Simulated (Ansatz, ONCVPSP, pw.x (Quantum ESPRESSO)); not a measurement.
pw.x on bcc Ni: one setting changed

Potential: optimised norm-conserving Vanderbilt (ONCV), ONCVPSP 4.0.1.1 (patched build), PBE; core [Ne], reference 3s2 3p6 3d8 4s1.75 4p0.25; waves: 3s+4s: rc 1.05 bohr, ncon 4, nbas 9, qcut 14.1 1/bohr, 2 projectors; 3p+4p: rc 1.50 bohr, ncon 4, nbas 7, qcut 10.7 1/bohr, 3 projectors, debl 2.4 Ha; 3d: rc 1.20 bohr, ncon 3, nbas 7, qcut 12.7 1/bohr, 1 projector; local part: polynomial inside 0.80 bohr (lpopt 2, dvloc0 0 Ha); core correction: Teter function, fcfact 1.6, rcfact 1.75.

The reference run (k-mesh 16³, cutoffs 170/680 Ry, Fermi–Dirac 0.01 Ry, mixing_beta 0.4, conv_thr 1e-9, no spin) gives 0.09 GPa at 10.983 Å³/atom, where all-electron LAPW gives -0.48 GPa. This run, with its own iteration cap, changes degauss to 0.005.

```
&control
  calculation='scf', prefix='x', pseudo_dir='./', outdir='./tmp', tstress=.true., disk_io='none'
/
&system
  ibrav=0, nat=1, ntyp=1, ecutwfc=170, ecutrho=680, nbnd=17,
  occupations='smearing', smearing='fd', degauss=0.005
/
&electrons
  conv_thr=1e-09, mixing_beta=0.4, electron_maxstep=50
/
ATOMIC_SPECIES
Ni 1.0 Ni.UPF
CELL_PARAMETERS angstrom
  -1.40029756 1.40029756 1.40029756
  1.40029756 -1.40029756 1.40029756
  1.40029756 1.40029756 -1.40029756
ATOMIC_POSITIONS crystal
Ni 0.0000 0.0000 0.0000
K_POINTS automatic
16 16 16 0 0 0
```

```bash
pw.x < Ni.scf.in > Ni.scf.out
```

Question: How does the run end?

Answer: It converges in 7 iterations; the free energy moves by +50.1 meV/atom and the pressure by -0.98 GPa. In a metal, with Fermi–Dirac smearing, F lies below its zero-width value by a term in the square of the width.

```
Message from routine setup:
     using ibrav=0 with symmetry is DISCOURAGED, use correct ibrav instead
     lattice parameter (alat)  =       4.5833  a.u.
     unit-cell volume          =      74.1170 (a.u.)^3
     number of electrons       =        18.00
     number of Kohn-Sham states=           17
     kinetic-energy cutoff     =     170.0000  Ry
     charge density cutoff     =     680.0000  Ry
     scf convergence threshold =      1.0E-09
     Exchange-correlation= PBE
     number of k points=   145  Fermi-Dirac smearing, width (Ry)=  0.0050
     iteration #  1     ecut=   170.00 Ry     beta= 0.40
     total energy              =    -340.18336366 Ry
     estimated scf accuracy    <       0.00236615 Ry
     iteration #  2     ecut=   170.00 Ry     beta= 0.40
     total energy              =    -340.18328108 Ry
     estimated scf accuracy    <       0.00077312 Ry
     iteration #  3     ecut=   170.00 Ry     beta= 0.40
     total energy              =    -340.18328822 Ry
     estimated scf accuracy    <       0.00029732 Ry
     iteration #  4     ecut=   170.00 Ry     beta= 0.40
     total energy              =    -340.18332049 Ry
     estimated scf accuracy    <       0.00000062 Ry
     iteration #  5     ecut=   170.00 Ry     beta= 0.40
     total energy              =    -340.18332058 Ry
     estimated scf accuracy    <       0.00000018 Ry
     iteration #  6     ecut=   170.00 Ry     beta= 0.40
     total energy              =    -340.18332059 Ry
     estimated scf accuracy    <          9.9E-09 Ry
     iteration #  7     ecut=   170.00 Ry     beta= 0.40
     the Fermi energy is    17.7395 ev
!    total energy              =    -340.18332059 Ry
     estimated scf accuracy    <          1.2E-10 Ry
     smearing contrib. (-TS)   =      -0.00253378 Ry
     The total energy is F=E-TS. E is the sum of the following terms:
     one-electron contribution =    -179.05202442 Ry
     hartree contribution      =     101.54210696 Ry
     xc contribution           =     -39.87572009 Ry
     ewald contribution        =    -222.79514925 Ry
     convergence has been achieved in   7 iterations
          total   stress  (Ry/bohr**3)                   (kbar)     P=       -8.96
     Message from routine punch:
     Nothing written, as per user request (disk_io='none')
```

The run took about 2.2 min on one core of a shared host (Neoverse-N1, 64 threads, 124 GiB, load 60).
